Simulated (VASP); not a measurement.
# Bi (Ia-3) in VASP: single point with PBE

Aim: the single point of Bi with PBE.

Program: VASP 6.6.1. These are calculated values, not measurements. Logs are shortened: lines on timing, memory, paths and dates and some standing lists are left out, and cuts for length are marked.

## (1) The structure

Symmetry: Ia-3, No. 206, cubic system. The conventional cell has a = 8.844 Å, b = 8.844 Å, c = 8.844 Å, α = 90.00°, β = 90.00°, γ = 90.00°. Around Bi (site symmetry 3) lie 4 Bi at 3.05 to 3.19 Å.

The cell was built by a generator and needn't be a form met in nature.

## (2) Single point, PBE

File INCAR:

```
ALGO = Fast ; EDIFF = 1E-7
ENCUT = 520 ; GGA = PE
ISIF = 2 ; ISMEAR = 0
LASPH = T ; LCHARG = T
LELF = T ; LREAL = F
LVHAR = T ; LWAVE = F
NBANDS = 70 ; NELM = 100
PREC = Accurate ; SIGMA = 0.1
```

File KPOINTS:

```
k-points
0
Gamma
  6 6 6
```

File POSCAR:

```
Bi
1.0
   -4.4218220617      4.4218220617      4.4218220617
    4.4218220617     -4.4218220617      4.4218220617
    4.4218220617      4.4218220617     -4.4218220617
Bi
8
Direct
    0.1991968841      0.1991968841      0.1991968841
    0.5000000000      0.0000000000      0.3008031159
    0.3008031159      0.5000000000      0.0000000000
    0.0000000000      0.3008031159      0.5000000000
    0.8008031159      0.8008031159      0.8008031159
    0.5000000000      0.0000000000      0.6991968841
    0.6991968841      0.5000000000      0.0000000000
    0.0000000000      0.6991968841      0.5000000000
```

Potentials or basis: VASP PAW PBE potentials, release 64 (Bi_d).

Command:

```bash
$ cat potpaw_PBE.64/Bi_d/POTCAR > POTCAR
$ mpirun -np 1 vasp_std > vasp.out
```

OUTCAR:

```text
EDIFF = 1E-7
   ENCUT = 520
   GGA = PE
   ISIF = 2
   ISMEAR = 0
   LASPH = T
   LREAL = F
   NELM = 100
   PREC = Accurate

 ion  position               nearest neighbor table
   1  0.199  0.199  0.199-   5 3.05   3 3.19   4 3.19   2 3.19
   2  0.500  0.000  0.301-   6 3.05   4 3.19   1 3.19   3 3.19
   3  0.301  0.500  0.000-   7 3.05   2 3.19   1 3.19   4 3.19
   4  0.000  0.301  0.500-   8 3.05   3 3.19   1 3.19   2 3.19
   5  0.801  0.801  0.801-   1 3.05   6 3.19   7 3.19   8 3.19
   6  0.500  0.000  0.699-   2 3.05   5 3.19   7 3.19   8 3.19
   7  0.699  0.500  0.000-   3 3.05   5 3.19   8 3.19   6 3.19
   8  0.000  0.699  0.500-   4 3.05   5 3.19   6 3.19   7 3.19

  LATTYP: Found a body centered cubic cell.
 ALAT       =     8.8436441234

  Lattice vectors:

 A1 = (  -4.4218220617,   4.4218220617,   4.4218220617)
 A2 = (   4.4218220617,  -4.4218220617,   4.4218220617)
 A3 = (   4.4218220617,   4.4218220617,  -4.4218220617)

Analysis of symmetry for initial positions (statically):
=====================================================================
 Subroutine PRICEL returns:
 Original cell was already a primitive cell.

 Routine SETGRP: Setting up the symmetry group for a
 body centered cubic supercell.

 Subroutine GETGRP returns: Found 24 space group operations
 (whereof  6 operations were pure point group operations)
 out of a pool of 48 trial point group operations.

The static configuration has the point symmetry S_6 .
 The point group associated with its full space group is T_h .

Analysis of symmetry for dynamics (positions and initial velocities):
=====================================================================
 Subroutine PRICEL returns:
 Original cell was already a primitive cell.

 Routine SETGRP: Setting up the symmetry group for a
 body centered cubic supercell.

 Subroutine GETGRP returns: Found 24 space group operations
 (whereof  6 operations were pure point group operations)
 out of a pool of 48 trial point group operations.

The dynamic configuration has the point symmetry S_6 .
 The point group associated with its full space group is T_h .

 Subroutine INISYM returns: Found 24 space group operations
 (whereof  6 operations are pure point group operations),
 and found     1 'primitive' translations

----------------------------------------------------------------------------------------

                                     Primitive cell

  volume of cell :     345.8309

  direct lattice vectors                    reciprocal lattice vectors
    -4.421822062  4.421822062  4.421822062     0.000000000  0.113075559  0.113075559
     4.421822062 -4.421822062  4.421822062     0.113075559  0.000000000  0.113075559
     4.421822062  4.421822062 -4.421822062     0.113075559  0.113075559  0.000000000

  length of vectors
     7.658820473  7.658820473  7.658820473     0.159912989  0.159912989  0.159912989

  position of ions in fractional coordinates (direct lattice)
     0.199196884  0.199196884  0.199196884
     0.500000000  0.000000000  0.300803116
     0.300803116  0.500000000  0.000000000
     0.000000000  0.300803116  0.500000000
     0.800803116  0.800803116  0.800803116
     0.500000000  0.000000000  0.699196884
     0.699196884  0.500000000  0.000000000
     0.000000000  0.699196884  0.500000000

  ion indices of the primitive-cell ions
   primitive index   ion index
                 1           1
                 2           2
                 3           3
                 4           4
                 5           5
                 6           6
                 7           7
                 8           8

----------------------------------------------------------------------------------------

 KPOINTS: k-points

Automatic generation of k-mesh.
 Grid dimensions read from file:
 generate k-points for:    6    6    6

 Generating k-lattice:

  Cartesian coordinates                     Fractional coordinates (reciprocal lattice)
     0.000000000  0.018845926  0.018845926     0.166666667  0.000000000  0.000000000
     0.018845926  0.000000000  0.018845926     0.000000000  0.166666667  0.000000000
     0.018845926  0.018845926  0.000000000     0.000000000  0.000000000  0.166666667

  Length of vectors
     0.026652165  0.026652165  0.026652165

  Shift w.r.t. Gamma in fractional coordinates (k-lattice)
     0.000000000  0.000000000  0.000000000

 Subroutine IBZKPT returns following result:
 ===========================================

 Found     18 irreducible k-points:

 Following reciprocal coordinates:
            Coordinates               Weight
  0.000000  0.000000  0.000000      1.000000
  0.166667  0.000000  0.000000     12.000000
  0.333333  0.000000  0.000000     12.000000
  0.500000  0.000000  0.000000      6.000000
  0.166667  0.166667  0.000000     24.000000
  0.333333  0.166667  0.000000     24.000000
[... 10 lines left out ...]
  0.500000  0.500000  0.333333     12.000000
  0.500000  0.500000  0.500000      1.000000
   k-points           NKPTS =     18   k-points in BZ     NKDIM =     18   number of bands    NBANDS=     70
   number of dos      NEDOS =    301   number of ions     NIONS =      8
   total plane-waves  NPLWV = 216000
   dimension x,y,z NGX =    60 NGY =   60 NGZ =   60
   dimension x,y,z NGXF=   120 NGYF=  120 NGZF=  120
   ions per type =               8
   NGX,Y,Z   is equivalent  to a cutoff of  13.02, 13.02, 13.02 a.u.
   NGXF,Y,Z  is equivalent  to a cutoff of  26.05, 26.05, 26.05 a.u.
 SYSTEM =  unknown system
   PREC   = accura    normal or accurate (medium, high low for compatibility)
   ISTART =      0    job   : 0-new  1-cont  2-samecut
   ICHARG =      2    charge: 1-file 2-atom 10-const
   ISPIN  =      1    spin polarized calculation?
   LNONCOLLINEAR =      F non collinear calculations
   LSORBIT =      F    spin-orbit coupling
   LASPH  =      T    aspherical Exc in radial PAW
   ENCUT  =  520.0 eV  38.22 Ry    6.18 a.u.  14.24 14.24 14.24*2*pi/ulx,y,z
   NELM   =    100;   NELMIN=  2; NELMDL= -5     # of ELM steps
   EDIFF  = 0.1E-06   stopping-criterion for ELM
   LREAL  =      F    real-space projection
   EDIFFG = 0.1E-05   stopping-criterion for IOM
   NSW    =      0    number of steps for IOM
   IBRION =     -1    ionic relax: 0-MD 1-quasi-New 2-CG
   NFREE  =      0    steps in history (QN), initial steepest desc. (CG)
   ISIF   =      2    stress and relaxation
   ISYM   =      2    0-nonsym 1-usesym 2-fastsym
   POTIM  = 0.5000    time-step for ionic-motion
   TEBEG  =    0.0;   TEEND  =   0.0 temperature during run
   PSTRESS=    0.0 pullay stress
   NELECT =     120.0000    total number of electrons
   NUPDOWN=      -1.0000    fix difference up-down
   EMIN   =  10.00;   EMAX   =-10.00  energy-range for DOS
   EFERMI =   0.00;   METHOD = LEGACY
   ISMEAR =     0;   SIGMA  =   0.10  broadening in eV -4-tet -1-fermi 0-gaus
   EFERMI_NEDOS =   21; number of points for ismear=-14 and -15
   IALGO  =     68    algorithm
   IMIX   =      4    mixing-type and parameters
     AMIX     =   0.40;   BMIX     =  1.00
     AMIX_MAG =   1.60;   BMIX_MAG =  1.00
  volume/ion in A,a.u.               =      43.23       291.72
  Fermi-wavevector in a.u.,A,eV,Ry     =   1.150396  2.173933 18.006096  1.323411
  Thomas-Fermi vector in A             =   2.287060
   LORBIT       =      0    0 simple, 1 ext, 2 COOP (PROOUT), +10 PAW based schemes
   GGA     = PE    functional components
   LHFCALC =     F    Hartree Fock is set to
   AEXX    =    0.0000 exact exchange contribution
   IVDW    =     0    specifies the selected vdW correction
   LEPSILON=     F    determine dielectric tensor
   LRPA    =     F    only Hartree local field effects (RPA)
 non-spin polarized calculation
 RMM-DIIS sequential band-by-band and
 Gauss-broadening in eV      SIGMA  =   0.10
  energy-cutoff  :      520.00
  volume of cell :      345.83
 maximum number of plane-waves:      9405
 NGX is ok and might be reduce to    60
   NGX = 29   NGY = 29   NGZ = 29

 number of electron     119.9999960 magnetization

 Free energy of the ion-electron system (eV)
  ---------------------------------------------------
  ext. energy  EPLUGINS =         0.00000000
  ---------------------------------------------------
  free energy    TOTEN  =       -29.88861871 eV

  energy without entropy =      -29.86567644  energy(sigma->0) =      -29.87714758

 E-fermi :   4.5501     XC(G=0):  -8.4833

 val. band max:        4.5421357259   @ k =  -0.3333   0.3333   0.3333
 cond. band min:       4.5945422488   @ k =   0.5000   0.5000   0.3333
 fundamental gap:      0.0524065229
 Fermi energy:         4.5500649426

 k-point     1 :       0.0000    0.0000    0.0000
  band No.  band energies     occupation
      1     -18.4320      2.00000
      2     -18.4139      2.00000
      3     -18.4139      2.00000
      4     -18.4139      2.00000
      5     -18.3813      2.00000
      6     -18.3813      2.00000
[... 62 lines left out ...]
     69       7.6407      0.00000
     70       8.1920      0.00000

 k-point     2 :       0.1667    0.0000    0.0000
  band No.  band energies     occupation
      1     -18.4314      2.00000
      2     -18.4166      2.00000
      3     -18.4129      2.00000
      4     -18.4121      2.00000
      5     -18.3783      2.00000
      6     -18.3780      2.00000
[... 62 lines left out ...]
     69       7.8599      0.00000
     70       7.8920      0.00000

 k-point     3 :       0.3333    0.0000    0.0000
  band No.  band energies     occupation
      1     -18.4296      2.00000
      2     -18.4217      2.00000
      3     -18.4103      2.00000
      4     -18.4089      2.00000
      5     -18.3755      2.00000
      6     -18.3726      2.00000
[... 1084 lines left out ...]
     69       6.6411      0.00000
     70       6.8907      0.00000

 k-point    18 :       0.5000    0.5000    0.5000
  band No.  band energies     occupation
      1     -18.4289      2.00000
      2     -18.4289      2.00000
      3     -18.4289      2.00000
      4     -18.3614      2.00000
      5     -18.3614      2.00000
      6     -18.3614      2.00000
[... 62 lines left out ...]
     69       6.6787      0.00000
     70       6.6787      0.00000

------------------------ aborting loop because EDIFF is reached ----------------------------------------

  FORCE on cell =-STRESS in cart. coord.  units (eV):
  Direction    XX          YY          ZZ          XY          YZ          ZX
  --------------------------------------------------------------------------------------
  -------------------------------------------------------------------------------------
  Total       -0.0650556     -0.0650556     -0.0650556      0.0000000     -0.0000000      0.0000000
  in kB       -0.3013919     -0.3013919     -0.3013919      0.0000000     -0.0000000      0.0000000
  external PRESSURE =      -0.3013919 kB  Pullay stress =       0.0000000 kB

 VOLUME and BASIS-vectors are now :
 -----------------------------------------------------------------------------
  energy-cutoff  :      520.00
  volume of cell :      345.83
      direct lattice vectors                 reciprocal lattice vectors
    -4.421822062  4.421822062  4.421822062     0.000000000  0.113075559  0.113075559
     4.421822062 -4.421822062  4.421822062     0.113075559  0.000000000  0.113075559
     4.421822062  4.421822062 -4.421822062     0.113075559  0.113075559  0.000000000

 POSITION                                       TOTAL-FORCE (eV/Angst)
 -----------------------------------------------------------------------------------
      0.88081      0.88081      0.88081         0.007953      0.007953      0.007953
     -0.88081      3.54101      0.88081        -0.007953     -0.007953      0.007953
      0.88081     -0.88081      3.54101         0.007953     -0.007953     -0.007953
      3.54101      0.88081     -0.88081        -0.007953      0.007953     -0.007953
      3.54101      3.54101      3.54101        -0.007953     -0.007953     -0.007953
      0.88081      5.30264     -0.88081         0.007953      0.007953     -0.007953
     -0.88081      0.88081      5.30264        -0.007953      0.007953      0.007953
      5.30264     -0.88081      0.88081         0.007953     -0.007953      0.007953
 -----------------------------------------------------------------------------------
    total drift:                                0.000000     -0.000000     -0.000000

  FREE ENERGIE OF THE ION-ELECTRON SYSTEM (eV)
  ---------------------------------------------------
  free  energy   TOTEN  =       -29.8886187124 eV

  energy  without entropy=      -29.8656764379  energy(sigma->0) =      -29.87714758
```

It took 12 min on 1 thread of AMD EPYC 7R13 (Zen 3), shared host; peak memory 0.63 GiB.

What came out:

* Free energy: -29.8886 eV
* Pressure: 0.0 GPa
* Largest force: 0.014 eV/Å
* Band gap on the k mesh: none (metal or under the smearing width)

Forces in eV/Å, atoms in the order of the input:
```
Bi   0.008  0.008  0.008
Bi  -0.008 -0.008  0.008
Bi   0.008 -0.008 -0.008
Bi  -0.008  0.008 -0.008
Bi  -0.008 -0.008 -0.008
Bi   0.008  0.008 -0.008
Bi  -0.008  0.008  0.008
Bi   0.008 -0.008  0.008
```

Caveat: spin-orbit coupling is left out, which moves the levels of the heavy elements.
